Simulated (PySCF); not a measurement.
## Frontier levels across methods

Compound: C7H8O.
Structure used (PBE0-D3(BJ)/def2-SVP), in Å, numbered top down from 1:
```xyz
16
C7H8O angstrom
O     -2.5893   -1.1114   -0.5863
C     -2.0408   -0.1774    0.3003
C     -0.5488   -0.0022    0.1547
C      0.2417   -1.0654   -0.2937
C      1.6228   -0.9217   -0.4089
C      2.2331    0.2861   -0.0732
C      1.4518    1.3511    0.3742
C      0.0701    1.2077    0.4830
H     -2.3504   -0.8405   -1.4799
H     -2.5333    0.8128    0.2229
H     -2.2661   -0.5528    1.3136
H     -0.2451   -2.0081   -0.5548
H      2.2281   -1.7606   -0.7617
H      3.3159    0.3994   -0.1646
H      1.9212    2.3036    0.6323
H     -0.5393    2.0505    0.8232
```

Basis pcSseg-1 throughout (PySCF), one geometry. One conformer (not necessarily the lowest) at the PBE0-D3(BJ)/def2-SVP geometry, without solvent, vibrations or thermal averaging.

Task: How do the orbital energies, the gap and the dipole change with the method?

Result: 
| method | kind | HOMO (eV) | LUMO (eV) | gap (eV) | μ (D) | SCF cycles |
| --- | --- | --- | --- | --- | --- | --- |
| OPBE | GGA | -5.99 | -1.14 | 4.85 | 1.32 | 16 |
| PBE | GGA | -6.01 | -1.24 | 4.78 | 1.35 | 15 |
| BP86 | GGA | -6.12 | -1.33 | 4.79 | 1.36 | 15 |
| LDA | LDA | -6.18 | -1.47 | 4.71 | 1.42 | 15 |
| B3LYP | global hybrid | -6.90 | -0.52 | 6.38 | 1.45 | 13 |
| PBE0 | global hybrid | -7.13 | -0.34 | 6.79 | 1.46 | 14 |
| mPW1PW91 | global hybrid | -7.15 | -0.36 | 6.80 | 1.47 | 14 |
| BHandHLYP | global hybrid | -7.95 | 0.71 | 8.66 | 1.55 | 13 |
| CAM-B3LYP | range-separated hybrid | -8.33 | 0.77 | 9.10 | 1.50 | 13 |
| wB97X-D | range-separated hybrid | -8.90 | 1.39 | 10.29 | 1.49 | 13 |

The HOMO spans 2.91 eV, from OPBE down to wB97X-D, and the gap runs from 4.71 eV (LDA) to 10.29 eV (wB97X-D). Over the methods OPBE (0 %), PBE (0 %), BP86 (0 %), LDA (0 %), B3LYP (20 %), PBE0 (25 %), mPW1PW91 (25 %), BHandHLYP (50 %), a straight line through the gap against the share of exact exchange rises by 0.78 eV for each 10 % (correlation coefficient 0.999). The dipole ranges from 1.32 D (OPBE) to 1.55 D (BHandHLYP). This basis has no diffuse functions.

The vertical ΔSCF ionisation energy at PBE0/def2-SVPD is 8.96 eV; −ε(HOMO) comes closest to it with wB97X-D (8.90 eV).
